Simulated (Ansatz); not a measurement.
# GaP (ordered beta-tin type): the cost of one run

Method: DFT r2SCAN, scalar-relativistic, plane waves, PAW, in Ansatz 0.2.0.

## 1. Starting point

It takes space group I-4m2 (No. 119, tetragonal). Conventional cell: a = 4.750 Å, b = 4.750 Å, c = 2.550 Å, α = 90.00°, β = 90.00°, γ = 90.00°. Around Ga (site symmetry -4m2) lie 4 P at 2.46 Å and 2 Ga at 2.55 Å. P (site symmetry -4m2) is surrounded by 4 Ga at 2.46 Å and 2 P at 2.55 Å.

Coordinates:

```
Ga P
1.0
    -2.37500    2.37500    1.27500
     2.37500   -2.37500    1.27500
     2.37500    2.37500   -1.27500
Ga P
1 1
Cartesian
  0.0000 0.0000 0.0000
  0.0000 2.3750 0.6375
```

## 2. Cell and atoms relaxed at 24 GPa

input.yaml reads:

```yaml
crystal:
  lattice:
    - [-2.375, 2.375, 1.275]
    - [2.375, -2.375, 1.275]
    - [2.375, 2.375, -1.275]
  atoms:
    - { symbol: Ga, position: [0.0, 0.0, 0.0] }
    - { symbol: P, position: [0.75, 0.25, 0.5] }
scf:
  occupations: { method: gaussian, width: 0.1 }
output:
  forces: true
  stress: true
  eigenvalues: true
  write_density: true
  write_potential: true
  elf: true
  volumetric_format: npy
hamiltonian:
  xc: r2scan
basis:
  ecutwfc: 500
kpoints:
  mp_grid: { grid: [16, 16, 16] }
relax:
  f_tol: 0.005
  max_steps: 60
  cell: { stress_tol: 0.05, p_target: 24 }
```

Command:

```
$ ansatz run input.yaml --threads 4 --pin off --max-ram 10240MiB --backend cpu --events-out ev --progress --plain --runs-dir out
```

**Question.** How long does this run take on 4 threads of Intel Xeon at 2.70GHz, shared host, and how much memory does it need?

About 2.2 min, with a peak of 0.68 GiB.
